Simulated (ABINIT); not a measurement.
Crystal: CdS (Hawleyite).

```
Cd S
1.0
     0.00000    2.91650    2.91650
     2.91650    0.00000    2.91650
     2.91650    2.91650    0.00000
Cd S
1 1
Direct
  0.00000 0.00000 0.00000
  0.75000 0.75000 0.75000
```

Program: ABINIT 10.8.3 (patched build). Alike in all runs: no spin polarisation; cell as given; smearing fermi-dirac 0.05 eV. Hardware: 1 thread of Arm Neoverse V1, with other jobs on the host.

Task: Order these runs on this cell by their wall time, lowest first.
A. task single point; level r2SCAN; potentials or basis JTH PAW PBE v2.0; k mesh 3 × 3 × 3; cutoff (eV) 707; fine-grid cutoff 1306.15 eV; mesh quality coarse
B. task band structure; level PBEsol; potentials or basis JTH PAW PBE v2.0; k mesh 8 × 8 × 8; cutoff (eV) 599; fine-grid cutoff 1197.3 eV; mesh quality not flagged
C. task band structure; level LDA-PZ; potentials or basis JTH PAW LDA v2.0; k mesh 8 × 8 × 8; cutoff (eV) 544; fine-grid cutoff 1088.46 eV; mesh quality not flagged
D. task single point; level LDA; potentials or basis JTH PAW LDA v2.0; k mesh 3 × 3 × 3; cutoff (eV) 544; fine-grid cutoff 1088.46 eV; mesh quality coarse

Result: D (4.5 s), A (37 s), C (96 s), B (200 s).

Caveats: some runs use coarse meshes.
